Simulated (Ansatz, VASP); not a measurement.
# One calculation of Al2Cu, two programs

```xyz
3
Lattice="-2.0073 2.0073 2.8614 2.0073 -2.0073 2.8614 2.0073 2.0073 -2.8614" Properties=species:S:1:pos:R:3 pbc="T T T"
Al    0.0000    2.0073    1.4307
Al    2.0073    0.0000    1.4307
Cu    0.0000    0.0000    2.8614
```

Alike in both runs: task single point; functional PBEsol; k mesh 14 × 14 × 14; occupations gaussian, width 0.1 eV; no spin polarisation.

|  | VASP | Ansatz |
| --- | --- | --- |
| version | VASP 6.6.1 | Ansatz 0.2.0 |
| potentials or method | VASP PAW PBE potentials, release 64 (Al, Cu) | scalar-relativistic, plane waves, PAW |
| plane-wave cutoff (eV) | 520 | 420 |
| valence electrons in the cell | 17 | 25 |

```csv
,VASP,Ansatz,Ansatz less VASP
gap on the k mesh at the Fermi level (eV),none,none,-
pressure (GPa),2.2,1.9,-0.31
largest component of the traceless stress (GPa),0.53,0.53,0.000
```

A gap of «none» marks a metal or a gap that the smearing closes. The two sets of potentials don't hold the same shells in valence.

Caveats: the PAW data sets were made with another functional, which shifts forces and pressure a little (VASP).
